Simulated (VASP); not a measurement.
Write the native input for VASP 6.6.1 that does the following.

```
Task                   : single point
Functional             : PBE
Dispersion             : D3(BJ)
Potentials or basis    : VASP PAW PBE potentials, release 64 (C, O, H)
Cutoff                 : 520 eV
k mesh                 : 1 × 1 × 1
Occupations            : fermi-dirac, width 0.05 eV
Spin                   : no spin polarisation
Dipole correction      : no
Further INCAR settings : LREAL = Auto; ALGO = Normal; EDIFF = 1e-06; NBANDS = 64
```

The structure of H6C2O lies in POSCAR:

```
H6C2O
1.0
    7.2936330000      0.0000000000      0.0000000000
    0.0000000000      7.2936330000      0.0000000000
    0.0000000000      0.0000000000      7.2936330000
C O H
8 4 24
Direct
    0.4895228482      0.0591611889      0.2186153320
    0.3914647200      0.0587635819      0.0302318474
    0.2274312404      0.4589756573      0.9590282374
    0.1392173146      0.6306048028      1.0240575581
    1.1856231318      0.1811717151      0.5842493035
    1.0137471957      0.2836857846      0.5021503001
    0.6996787472      0.5955331177      0.2515481654
    0.6741222104      0.6194580945      0.0486314571
    0.2075371766      0.0241032144      0.0647002667
    0.0735710174      0.7435800513      0.8689908033
    0.9978429131      0.2463655630      0.3162347214
    0.7453212960      0.4528607348     -0.0375395910
    0.1685305526      0.0994566082      0.1721227268
    0.4227385721      0.1850243905     -0.0409672381
    0.4369564523     -0.0593668478     -0.0550343018
    0.6364043817      0.0629453113      0.2005173553
    0.4290317322      0.1855728140      0.2719358103
    0.4578102572     -0.0690191020      0.2866335611
    0.0648099514      0.8730080057      0.9114936274
    0.0271058333      0.5984808942      1.1204841264
    0.2351503016      0.7148837897      1.0962849378
    0.3382539264      0.4257411910      1.0516021302
    0.1424941452      0.3343464087      0.9352403665
    0.2924879823      0.4999566060      0.8277767746
    0.8869105424      0.2952301000      0.2594865960
    0.8871024906      0.2431161535      0.5798070728
    1.0374390924      0.4187487909      0.5349460276
    1.1840601248      0.1893980682      0.7393709006
    1.1971537367      0.0295600286      0.5453523642
    1.3071537874      0.2407305111      0.5235936604
    0.8316020288      0.4976120954     -0.1338290534
    0.5270075969      0.6343889252      0.0151364896
    0.7569890067      0.7377119194     -0.0163018896
    0.6663483068      0.7175984862      0.3398443547
    0.6162361062      0.4761001822      0.2980544812
    0.8512355914      0.5588024514      0.2694541938
```

The cell was built by a generator and needn't be a form met in nature.

The input as run:

INCAR

```
  PREC = Accurate
  ENCUT = 520
  EDIFF = 1E-6
  ISMEAR = -1
  SIGMA = 0.05
  LREAL = Auto
  LASPH = True
  NELM = 80
  ALGO = Normal
  ISIF = 2
  LWAVE = False
  LCHARG = False
  GGA = PE
  IVDW = 12
  NBANDS = 64
```

KPOINTS

```
Automatic mesh
0
Gamma
  1 1 1
```

Potentials or basis: VASP PAW PBE potentials, release 64 (C, O, H).

Run with:

```bash
$ cat potpaw_PBE.64/C/POTCAR potpaw_PBE.64/O/POTCAR potpaw_PBE.64/H/POTCAR > POTCAR
$ mpirun -np 1 vasp_gam > vasp.out
```

It gave:

```json
{"Pressure": "0.1 GPa", "Largest force": "3.806 eV/Å", "Band gap on the k mesh": "4.83 eV, direct", "Dispersion energy per atom": "-0.039 eV"}
```

Run time: 31 s on 1 thread of Intel(R) Xeon(R) 6975P-C (Granite Rapids), with other jobs on the host, peak memory 0.35 GiB.
